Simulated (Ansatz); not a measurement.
# Polar CdS (0001) films against thickness, part 3 of 3

What happens to a polar CdS (0001) film as it grows?

Ansatz 0.2.0; plane-wave DFT, PBE, Ansatz PAW.

So far. Step 14 (The relaxed film, single point, 12 atoms, units 6): The vacuum levels of the two faces differ by 4.23 eV, and there is no gap. Step 15 (Relaxation, 16 atoms, units 8): The work function of the upper face is 2.94 eV.

### 17. The relaxed film, single point, 16 atoms, units 8

input.yaml

```yaml
crystal:
  lattice:
    - [4.139999999, 0.0, 0.0]
    - [-2.0699999995, 3.5853451708, 0.0]
    - [0.0, 0.0, 42.34656]
  atoms:
    - { symbol: S, position: [0.6666666667, 0.3333333333, 0.2052198371] }
    - { symbol: Cd, position: [0.3333333333, 0.6666666667, 0.2242017366] }
    - { symbol: S, position: [0.3333333333, 0.6666666667, 0.2867824279] }
    - { symbol: Cd, position: [0.6666666667, 0.3333333333, 0.3061578523] }
    - { symbol: S, position: [0.6666666667, 0.3333333333, 0.3681066836] }
    - { symbol: Cd, position: [0.3333333333, 0.6666666667, 0.3876457619] }
    - { symbol: S, position: [0.3333333333, 0.6666666667, 0.449528838] }
    - { symbol: Cd, position: [0.6666666667, 0.3333333333, 0.469074664] }
    - { symbol: S, position: [0.6666666667, 0.3333333333, 0.530956767] }
    - { symbol: Cd, position: [0.3333333333, 0.6666666667, 0.5504908728] }
    - { symbol: S, position: [0.3333333333, 0.6666666667, 0.6123963748] }
    - { symbol: Cd, position: [0.6666666667, 0.3333333333, 0.6319008496] }
    - { symbol: S, position: [0.6666666667, 0.3333333333, 0.6939773916] }
    - { symbol: Cd, position: [0.3333333333, 0.6666666667, 0.7134816313] }
    - { symbol: S, position: [0.3333333333, 0.6666666667, 0.7766304874] }
    - { symbol: Cd, position: [0.6666666667, 0.3333333333, 0.7934478239] }
kpoints:
  mp_grid: { grid: [12, 12, 1] }
hamiltonian:
  xc: pbe
scf:
  occupations: { method: fermi_dirac, width: 0.03 }
  convergence: { dr2_threshold: 1.0e-09 }
efield:
  axis: 3
  dipole_correction: true
  ramp_position: 0.97
  ramp_width: 0.06
output:
  eigenvalues: true
  dos: { projected: true, e_range: [-7, 7] }
  write_potential: true
  write_density: true
  volumetric_format: npy
checkpoint:
  write: end8.run
  compress: false
  write_wavefunctions: false
```

Launch:

```console
$ ansatz run input.yaml --threads 8 --pin off --max-ram 12288MiB --backend cpu --events-out ev --progress --plain --runs-dir out
```

Run time: 41 s. Hardware: 8 threads of Arm Neoverse V2, shared host; peak memory 3.6 GiB.

Running mean over 3.36 Å of the planar mean; the ramp of the sawtooth is left out. Electron's electrostatic potential energy less the Fermi level against z:

z (Å), electron's electrostatic potential energy less the Fermi level (eV) and a bar from the least value:
```
        4       6.97 ##############################
        6       6.81 ##############################
        8       1.30 #############
       10      -0.62 ########
       12      -0.92 #######
       14      -1.02 #######
       16      -1.47 #####
       18      -1.44 #####
       20      -1.85 ####
       22      -1.95 ####
       24      -2.12 ###
       26      -2.49 ##
       28      -2.47 ##
       30      -3.03 #
       32      -3.26 
       34      -3.17 
       36       2.29 ################
       38       2.92 ##################
```

By hand: a sheet of dipoles makes a step −p/(ε₀A) in the electron's potential. With e/ε₀ = 180.95 V·Å, p = 0.3307 e·Å and A = 14.84 Å², that is −180.95 × (0.3307) / 14.84 = -4.031 eV, and the two vacuum levels of the run differ by -4.031 eV.

The vacuum levels of the two faces differ by 4.03 eV, and there is no gap.

### 18. The series together

This step: plane-wave DFT, PBE, Ansatz PAW; a polar film against its thickness (Ansatz 0.2.0).

The runs are now put side by side.

Dipole along the normal against units:

```csv
units,dipole along the normal (e·Å)
1.00,0.0607
2.00,5.1e-4
3.00,0.112
4.00,0.355
6.00,0.347
8.00,0.331
```

Gap by band count against units:

```
units  gap by band count (eV)
 1.00                    1.81
 2.00                    1.95
 3.00                   0.610
 4.00                  -0.262
 6.00                  -0.315
 8.00                  -0.353
```

### 19. A changed input

This step: plane-wave DFT, PBE, Ansatz PAW (Ansatz 0.2.0).

System of this step: CdS (0001), 1 unit. The cell holds 2 atoms: 1 S and 1 Cd. Cell: a = 4.140 Å, b = 4.140 Å, c = 18.827 Å, α = 90.0°, β = 90.0°, γ = 120.0°. It derives from CdS (wurtzite CdS). Vacuum lies along c.

An input spoilt on purpose, to show how the run answers: it repeats the earlier run at 1 unit with efield.ramp_position from 0.97 to 0.475, and scf.max_iter set to 60.

input.yaml, the sections that differ from step 17:

```yaml
crystal:
  lattice:
    - [4.139999999, 0.0, 0.0]
    - [-2.0699999995, 3.5853451708, 0.0]
    - [0.0, 0.0, 18.82656]
  atoms:
    - { symbol: S, position: [0.6666666667, 0.3333333333, 0.4934880382] }
    - { symbol: Cd, position: [0.3333333333, 0.6666666667, 0.5065119618] }
scf:
  occupations: { method: fermi_dirac, width: 0.03 }
  convergence: { dr2_threshold: 1.0e-09 }
  max_iter: 60
efield:
  axis: 3
  dipole_correction: true
  ramp_position: 0.475
  ramp_width: 0.06
# kpoints, hamiltonian, output: as in step 17
# checkpoint: removed
```

Elapsed: 0.12 s, on 8 threads; peak memory 0.3 GiB.

The input was rejected at the start.

The program's message: “Error: efield: ion 0 (S) at fractional coordinate 0.4935 along the field axis lies inside the sawtooth ramp with 2 of the planes that the density is read on at each end, [0.4594, 0.5506] — the ramp mu …”

The fault put into the input: the ramp among the atoms.

### 20. Varying the input: scf.occupations.width = 0.01

Another changed input: it repeats the earlier run at 1 unit with scf.occupations.width from 0.03 to 0.01.

input.yaml: that of step 19 with these lines changed.

```diff
@@ -13,5 +13,4 @@
 scf:
-  occupations: { method: fermi_dirac, width: 0.03 }
+  occupations: { method: fermi_dirac, width: 0.01 }
   convergence: { dr2_threshold: 1.0e-09 }
-  max_iter: 60
 efield:
@@ -19,3 +18,3 @@
   dipole_correction: true
-  ramp_position: 0.475
+  ramp_position: 0.97
   ramp_width: 0.06
```

The job ended after 1.5 s (8 threads; peak memory 0.61 GiB).

Numbers from this step:

| Quantity | Value |
| --- | --- |
| gap on the k-mesh | 1.811 eV |
| dipole along the normal | 0.06069 e·Å |
| step between the vacuum levels | -0.7399 eV |
| ionisation energy, upper face | 5.193 eV |
| electron affinity, upper face | 3.382 eV |

The density of states has structure finer than the step of the table below, so its rows give means over 0.25 eV, whole bins alone (the curve runs from -7 to 1.98 eV). Peaks (eV: height): -4.650: 2.56, -2.400: 4.74, -2.050: 6.21, -1.740: 4.05, -1.390: 5.00, -1.280: 3.93.

Density of states against energy, zero at the Fermi level of the run, which the smearing sets inside the gap; means over each step:

```csv
energy (eV),density of states (states/eV a cell)
-5.00,0
-4.75,1.29
-4.50,1.59
-4.25,0.892
-4.00,0.636
-3.75,0.546
-3.50,0.828
-3.25,0.957
-3.00,1.07
-2.75,1.24
-2.50,2.40
-2.25,1.35
-2.00,2.28
-1.75,2.42
-1.50,3.47
-1.25,2.07
-1.00,0.354
-0.75,0
-0.50,0
-0.25,0
0.00,0
0.25,0
0.50,0
0.75,0
1.00,0.0515
1.25,0.162
1.50,0.197
1.75,0.242
```

The projected DOS per atom has structure finer than the step of the table below, so its rows give means over 0.5 eV, whole bins alone (the curve runs from -6.95 to 1.96 eV). Peaks (eV: height): -4.64: 1.55, -2.44: 1.59, -2.11: 1.36, -1.45: 2.12.

Layers: CdS from below. Table of projected DOS per atom by energy from the Fermi level; means over each step:

```csv
energy from the Fermi level (eV),projected DOS per atom (states/eV)
-5.5,0
-5.0,0.0972
-4.5,0.850
-4.0,0.328
-3.5,0.380
-3.0,0.524
-2.5,0.888
-2.0,0.923
-1.5,1.60
-1.0,0.237
-0.5,0
0.0,0
0.5,0
1.0,0.0312
1.5,0.0963
```

```csv
quantity,this run,earlier run,difference
"ionisation energy, upper face (eV)",5.193,5.193,-1.5e-6
"electron affinity, upper face (eV)",3.382,3.382,-2.3e-6
dipole along the normal (e·Å),0.06069,0.06069,3.3e-7
gap on the k-mesh (eV),1.811,1.811,8.4e-7
```

Nothing in the table moves by 0.01 in its unit (for the dipole 0.5 % and 5e-5 e·Å).

### 21. Summary of results

| Property | Result |
| --- | --- |
| 1 unit, relaxed | gap 1.81 eV, dipole 0.061 e·Å, vacuum step -0.74 eV |
| 2 units, relaxed | gap 1.95 eV, dipole 0.001 e·Å, vacuum step 0.00 eV |
| 3 units, relaxed | gap 0.61 eV, dipole 0.112 e·Å, vacuum step -1.37 eV |
| 4 units, relaxed | no gap, dipole 0.355 e·Å, vacuum step -4.32 eV |
| 6 units, relaxed | no gap, dipole 0.347 e·Å, vacuum step -4.23 eV |
| 8 units, relaxed | no gap, dipole 0.331 e·Å, vacuum step -4.03 eV |

**Reading.** The gap is closed from 4 units on; among the thinner films the dipole comes and goes with the thickness, so their structures differ in kind. At 4 units relaxing changes the vacuum step from -4.02 to -4.32 eV. Semilocal gaps are too small, so a growing step closes them at too few units. The in-plane lattice is held at a typed bulk value, which flattened phases would not choose. The cell is 1×1, without spin, so reconstructions, vacancies, adsorbates and surface magnetism, which real polar faces use, are left out.

[Logs are printed without paths, hosts, clocks, repeated set-up lines and the standing remarks that a program may print on its own settings, such as how far it seeks lower states.]

[Hosts, paths, dates, database ids (printed as entryN), source tags and the programs' standing remarks are cut or masked in the printed files.]

[Maps of the electrostatic potential energy from Ansatz leave out the sawtooth potential of an applied field or a dipole correction, so their vacuum need not be flat; planar profiles and work functions include it.]

[The density of states shown here was stored with 400 of the rows of the run's finer table, so its peaks can read low, often by over a quarter, or be missed, and its means over a window can be off by a tenth or more.]
